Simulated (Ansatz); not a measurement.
GaAs, 2 atoms in the cell. It takes space group P-6m2 (No. 187, hexagonal). Conventional cell: a = 3.606 Å, b = 3.606 Å, c = 3.573 Å, α = 90.00°, β = 90.00°, γ = 120.00°. Around Ga (site symmetry -6m2) lie 6 As at 2.74 Å. Around As (site symmetry -6m2) lie 6 Ga at 2.74 Å. The cell was built by a generator and needn't be a form met in nature.

| Quantity | Value |
| --- | --- |
| Program | Ansatz 0.2.0 |
| Task | relaxation of cell and atoms |
| Functional | HSE03 |
| Potentials or basis | Ansatz PAW |
| Cutoff | 420 eV (not typed: the program's choice for these potentials) |
| k mesh | 5 × 5 × 4 |
| Occupations | fermi-dirac, width 0.05 eV |
| Spin | no spin polarisation |

Hardware: 1 × NVIDIA H100 80GB HBM3 with 2 threads of AMD EPYC 7R13 Processor (Zen 3) (shared host).

**Question.** Estimate the wall time of this run.

**Answer.** Run time: 110 s on 1 × NVIDIA H100 80GB HBM3 with 2 threads of AMD EPYC 7R13 Processor (Zen 3) (shared host), peak memory 2 GiB. Counts: scf iterations 161, plane waves 827, k points 15, bands 18, ion steps 10.
